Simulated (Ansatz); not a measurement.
Runs of Ansatz 0.2.0 on TaN. It takes space group Fm-3m (No. 225, cubic). Conventional cell: a = 4.423 Å, b = 4.423 Å, c = 4.423 Å, α = 90.00°, β = 90.00°, γ = 90.00°. Ta (site symmetry m-3m) is surrounded by 6 N at 2.21 Å. N (site symmetry m-3m) has 6 Ta at 2.21 Å as nearest neighbours. The cell comes from a database or a generator and needn't be the stable form of this composition.

```csv
task,level,spin,cutoff (eV),points for each segment of the path,q mesh,atoms under strain,gap on the mesh (eV),pressure (GPa),V0 of scaled cells (Å³/atom),B0 (GPa)
band structure,LDA,off,420,14,-,-,none,(a),-,-
band structure,r2SCAN,off,500,14,-,-,none,-6.2,-,-
band structure,PBEsol,"SOC, no magnetisation",420,14,-,-,none,-10.8,-,-
phonons,PBEsol,off,420,8,2 × 2 × 2,-,none,-,-,-
elastic constants,PBEsol,off,420,-,-,relaxed,none,-10.7,-,-
equation of state,PBE,off,420,-,-,-,-,-,10.77,330
band structure,PBE,off,420,14,-,-,none,-1.3,-,-
density of states,PBEsol,off,420,-,-,-,none,-10.7,-,-
equation of state,LDA,off,420,-,-,-,-,-,(c),377
equation of state,r2SCAN,off,500,-,-,-,-,-,(b),352
```

Alike in all rows: potentials or basis Ansatz PAW; cell as given; k mesh 10 × 10 × 10; smearing fermi-dirac 0.05 eV.

Task: Estimate the missing entries.

Result: (a) -17.2; (b) 10.62; (c) 10.27.

Caveats: the PAW data sets come from PBE, with cores solved anew for the run's functional, which leaves a small shift of forces and pressure (some runs); spin-orbit coupling is left out, which moves the levels of the heavy elements (some runs); some modes are imaginary (some runs); the cell is more than 3 GPa from zero pressure, which shifts response properties (some runs); elastic constants of metals need much finer meshes, so these are rough (some runs); the PAW data sets were made with another functional, which shifts forces and pressure a little (some runs).

A k mesh can miss the band edges, and rows without SOC leave out spin-orbit coupling on Ta.

A gap of «none» marks a metal or a gap under the smearing width.
